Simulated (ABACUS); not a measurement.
Input of an ABACUS 3.10.1 run:

Contents of run_abacus.py:

```python
"""ABACUS run from a structure file: ASE reads it, the script writes STRU, KPT and INPUT."""
import re
import subprocess
from ase.io import read
from ase.units import Bohr

atoms = read("POSCAR")
atoms = atoms[(-atoms.numbers).argsort(kind="stable")]  # ABACUS lists atoms element by element
pseudo = {'I': 'I_ONCV_PBE-1.2.upf', 'Cu': 'Cu_ONCV_PBE-1.2.upf'}
orbital = {}
magmoms = None
kmesh = [4, 4, 3]
params = {
    'suffix': 'CuI',
    'calculation': 'scf',
    'basis_type': 'pw',
    'pseudo_dir': './',
    'symmetry': 1,
    'dft_functional': 'MGGA_X_R2SCAN+MGGA_C_R2SCAN',
    'ecutwfc': 106,
    'pseudo_rcut': 7,
    'nspin': 1,
    'nbands': 50,
    'ks_solver': 'dav',
    'smearing_method': 'fd',
    'smearing_sigma': 0.00367493,
    'scf_thr': 1e-08,
    'scf_nmax': 100,
    'mixing_type': 'broyden',
    'mixing_beta': 0.7,
    'cal_force': 1,
    'cal_stress': 1,
    'mixing_tau': 1,
    'out_chg': 1,
    'kpar': 4,
}

symbols = atoms.get_chemical_symbols()
elements = list(dict.fromkeys(symbols))
lines = ["ATOMIC_SPECIES"] + [f"{e} {atoms.get_masses()[symbols.index(e)]:.4f} {pseudo[e]}" for e in elements]
if orbital:
    lines += ["", "NUMERICAL_ORBITAL"] + [orbital[e] for e in elements]
lines += ["", "LATTICE_CONSTANT", f"{1 / Bohr:.10f}", "", "LATTICE_VECTORS"]
lines += [" ".join(f"{x:.10f}" for x in v) for v in atoms.cell]
lines += ["", "ATOMIC_POSITIONS", "Direct"]
for e in elements:
    lines += ["", e, "0.0", str(symbols.count(e))]
    for i, p in enumerate(atoms.get_scaled_positions(wrap=False)):
        if symbols[i] == e:
            mag = "" if magmoms is None else " mag " + " ".join(str(x) for x in (magmoms[i] if isinstance(magmoms[i], list) else [magmoms[i]]))
            lines.append(" ".join(f"{x:.10f}" for x in p) + " 1 1 1" + mag)
open("STRU", "w").write("\n".join(lines) + "\n")
open("KPT", "w").write("K_POINTS\n0\nGamma\n%d %d %d 0 0 0\n" % tuple(kmesh))
open("INPUT", "w").write("INPUT_PARAMETERS\n" + "".join(f"{k:<20s}{v}\n" for k, v in params.items()))

done = subprocess.run(['mpirun', '-np', '4', 'abacus'])
if done.returncode:
    raise SystemExit(done.returncode)
log = open("OUT.CuI/running_scf.log").read()
print("final energy (eV):", re.findall(r"FINAL_ETOT_IS (\S+)", log))
```

File POSCAR:

```
CuI
1.0
    4.0901961900      0.0000000000      0.0000000000
    0.0000000000      4.0901961900      0.0000000000
    0.0000000000      0.0000000000      6.5514580400
I Cu
2 2
Direct
    0.0000000000      0.5000000000      0.7430343600
    0.5000000000      0.0000000000      0.2569656400
    0.0000000000      0.0000000000      0.0000000000
    0.5000000000      0.5000000000      0.0000000000
```

Potentials or basis: SG15 ONCV 1.2 PBE, plane waves.

Launch:

```bash
$ OMP_NUM_THREADS=1 python run_abacus.py > log
```

Task: What does it give for the pressure?

Result: 0.3 GPa.

Task: What does it give for the band gap on the k mesh?

Result: 2.07 eV, direct.

Forces on the atoms (eV/Å):
```
I    0.000  0.000 -0.059
I    0.000  0.000  0.059
Cu   0.000  0.000  0.000
Cu   0.000  0.000  0.000
```

Caveat: the potentials were made for another functional, which shifts forces and pressure; spin-orbit coupling is left out, which moves the levels of the heavy elements. r2SCAN opens gaps a little over a GGA but as a rule still falls short of measured ones.
